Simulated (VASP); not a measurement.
Runs of VASP 6.6.1 on BAs. It takes space group F-43m (No. 216, cubic). The conventional cell has a = 4.777 Å, b = 4.777 Å, c = 4.777 Å, α = 90.00°, β = 90.00°, γ = 90.00°. As (site symmetry -43m) has 4 B at 2.07 Å as nearest neighbours. B (site symmetry -43m) is surrounded by 4 As at 2.07 Å. 

```csv
task,level,cell,cutoff (eV),gap on the mesh (eV),pressure (GPa)
band structure,TPSS,as given,520,1.16,2.7
band structure,PW91,as given,520,1.19,-
relaxation of cell and atoms,MS2,relaxed,600,1.54,-0.1
band structure,LAK,as given,520,1.71,(b)
relaxation of cell and atoms,revPBE,relaxed,600,(a),0.0
```

Alike in all rows: potentials or basis VASP PAW PBE potentials, release 64 (As, B); no spin polarisation; k mesh 10 × 10 × 10; smearing fermi-dirac 0.05 eV.

**Question.** Fill in the values left out.

**Answer.** (a) 1.24; (b) 4.8.

Caveats: the PAW data sets were made with another functional, which shifts forces and pressure a little; the relaxation stopped at its first step, so nothing moved (some runs).

A k mesh can miss the band edges, and the runs leave out spin-orbit coupling on As.

Runs at the PBE level aren't shown here.
